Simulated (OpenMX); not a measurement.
Input of an OpenMX 3.8.5 run:

PbO.dat

```
System.CurrrentDirectory             ./
System.Name                          PbO
DATA.PATH                            ./DFT_DATA13
level.of.stdout                      1
level.of.fileout                     0
Species.Number                       2
<Definition.of.Atomic.Species
  Pb  Pb8.0-s3p2d2f1         Pb_PBE13
  O   O6.0-s2p2d1            O_PBE13
Definition.of.Atomic.Species>

Atoms.Number                         4
Atoms.SpeciesAndCoordinates.Unit     FRAC
<Atoms.SpeciesAndCoordinates
    1  Pb    0.5000000000    0.0000000000    0.7600000000   7.000  7.000
    2  Pb    0.0000000000    0.5000000000    0.2400000000   7.000  7.000
    3  O     0.5000000000    0.5000000000    0.0000000000   3.000  3.000
    4  O     0.0000000000    0.0000000000    0.0000000000   3.000  3.000
Atoms.SpeciesAndCoordinates>

Atoms.UnitVectors.Unit               Ang
<Atoms.UnitVectors
     3.9900000000    0.0000000000    0.0000000000
     0.0000000000    3.9900000000    0.0000000000
     0.0000000000    0.0000000000    5.0100000000
Atoms.UnitVectors>

scf.XcType                           GGA-PBE
scf.SpinPolarization                 off
scf.ElectronicTemperature            580.226
scf.energycutoff                     500.0
scf.maxIter                          100
scf.EigenvalueSolver                 band
scf.Kgrid                            7 7 7
scf.Mixing.Type                      rmm-diisk
scf.Init.Mixing.Weight               0.05
scf.Min.Mixing.Weight                0.001
scf.Max.Mixing.Weight                0.3
scf.Mixing.History                   25
scf.Mixing.StartPulay                8
scf.criterion                        1.0e-8
scf.stress.tensor                    on
MD.Type                              nomd
Band.dispersion                      on
Band.Nkpath                          9
<Band.kpath
    9   0.000000  0.000000  0.000000    0.000000  0.500000  0.000000  G X
    9   0.000000  0.500000  0.000000    0.500000  0.500000  0.000000  X M
   12   0.500000  0.500000  0.000000    0.000000  0.000000  0.000000  M G
    7   0.000000  0.000000  0.000000    0.000000  0.000000  0.500000  G Z
    9   0.000000  0.000000  0.500000    0.000000  0.500000  0.500000  Z R
    9   0.000000  0.500000  0.500000    0.500000  0.500000  0.500000  R A
   12   0.500000  0.500000  0.500000    0.000000  0.000000  0.500000  A Z
    7   0.000000  0.500000  0.000000    0.000000  0.500000  0.500000  X R
    7   0.500000  0.500000  0.000000    0.500000  0.500000  0.500000  M A
Band.kpath>
```

Potentials or basis: OpenMX 2013 PBE set, Pb8.0-s3p2d2f1, O6.0-s2p2d1, grid cutoff 500 Ry.

Run with:

```console
$ openmx PbO.dat -nt 1 > PbO.std
```

**Question.** What does it give for the band gap along the path?

**Answer.** 1.04 eV, indirect (least direct gap 2.04 eV).

**Question.** Estimate the band gap on the k mesh.

**Answer.** 1.31 eV, indirect (least direct gap 2.25 eV).

**Question.** Predict the largest force.

**Answer.** 0.364 eV/Å.

**Question.** Predict the Mulliken charges.

**Answer.** Pb +0.45; O -0.45 e.

Forces on the atoms (eV/Å):
```
Pb   0.000  0.000 -0.364
Pb   0.000  0.000  0.364
O    0.000  0.000  0.000
O    0.000  0.000  0.000
```

Caveat: spin-orbit coupling is left out, which as a rule narrows the gap of such compounds by several tenths of an eV; the mesh misses the band edges, which the band path finds closer together; the basis of atomic orbitals isn't converged, which shifts pressures, moduli and gaps. Expect the measured gap to be larger: semilocal functionals such as PBE lack the derivative discontinuity.
